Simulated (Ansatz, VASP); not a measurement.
One calculation of Lu, two programs

```
Lu
1.0
     0.00000    2.45156    2.45156
     2.45156    0.00000    2.45156
     2.45156    2.45156    0.00000
Lu
1
Direct
  0.00000 0.00000 0.00000
```

Alike in both runs: task single point; functional PBE; k mesh 14 × 14 × 14; occupations gaussian, width 0.05 eV; no spin polarisation.

|  | VASP | Ansatz |
| --- | --- | --- |
| version | VASP 6.6.1 | Ansatz 0.2.0 |
| potentials or method | VASP PAW PBE potentials, release 64 (Lu) | scalar-relativistic, plane waves, PAW |
| plane-wave cutoff (eV) | 520 | 420 |
| valence electrons in the cell | 25 | 25 |

|  | VASP | Ansatz | Ansatz less VASP |
| --- | --- | --- | --- |
| gap on the k mesh at the Fermi level (eV) | none | none | - |
| pressure (GPa) | -0.6 | -0.8 | -0.15 |

A gap of «none» marks a metal or a gap that the smearing closes.

Spin-orbit coupling is left out, which matters for the levels of Lu.
